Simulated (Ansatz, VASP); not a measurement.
Given: the input of a run of VASP 6.6.1 on W (Tungsten). 

Contents of INCAR:

```
SYSTEM = W
  ALGO = Fast
  EDIFF = 1E-7
  ENCUT = 520
  ISIF = 2
  ISMEAR = -1
  LASPH = .True.
  LCHARG = .False.
  LREAL = .False.
  LWAVE = .False.
  NBANDS = 13
  NELM = 80
  PREC = Accurate
  SIGMA = 0.05
```

The input KPOINTS:

```
k-points
0
Gamma
  12 12 12
  0 0 0
```

Contents of POSCAR:

```
W
1.0
   -1.5823450000      1.5823450000      1.5823450000
    1.5823450000     -1.5823450000      1.5823450000
    1.5823450000      1.5823450000     -1.5823450000
W
1
Direct
    0.0000000000      0.0000000000      0.0000000000
```

Potentials or basis: VASP PAW LDA potentials, release 64 (W_sv).

Launch:

```console
$ cat potpaw_LDA.64/W_sv/POTCAR > POTCAR
$ mpirun -np 1 vasp_std > vasp.out
```

Task: Set up the same calculation for Ansatz 0.2.0. Potentials or basis there: Ansatz PAW, cutoff 420 eV.

Result: As run (cutoffs and basis follow the program's own potentials, and thresholds, step limits or extra output files can differ):

Contents of input.yaml:

```yaml
crystal:
  lattice:
    - [-1.582345, 1.582345, 1.582345]
    - [1.582345, -1.582345, 1.582345]
    - [1.582345, 1.582345, -1.582345]
  atoms:
    - { symbol: W, position: [0.0, 0.0, 0.0] }
hamiltonian:
  xc: lda
  pseudopotentials: { kind: paw }
kpoints:
  mp_grid: { grid: [12, 12, 12] }
scf:
  occupations: { method: fermi_dirac, width: 0.05 }
output:
  forces: true
  stress: true
  eigenvalues: true
```

Potentials or basis: Ansatz PAW.

Command:

```bash
$ ansatz run input.yaml --threads 2 --pin off --max-ram 5632MiB --backend cpu --events-out ev --progress --plain --runs-dir out
```

Both were run:

|  | VASP | Ansatz |
| --- | --- | --- |
| Pressure | -7.2 GPa | -8.9 GPa |

Ansatz's pressure holds a Pulay term of +0.04 GPa for its cutoff of 420 eV, which the other run lacks.

Ansatz's potentials were made for PBE.

Where Ansatz's input types no cutoff or centring, it takes its own default and a Γ-centred mesh.

The two programs' LDA may be different fits to the electron gas.

Pressure is positive in compression.
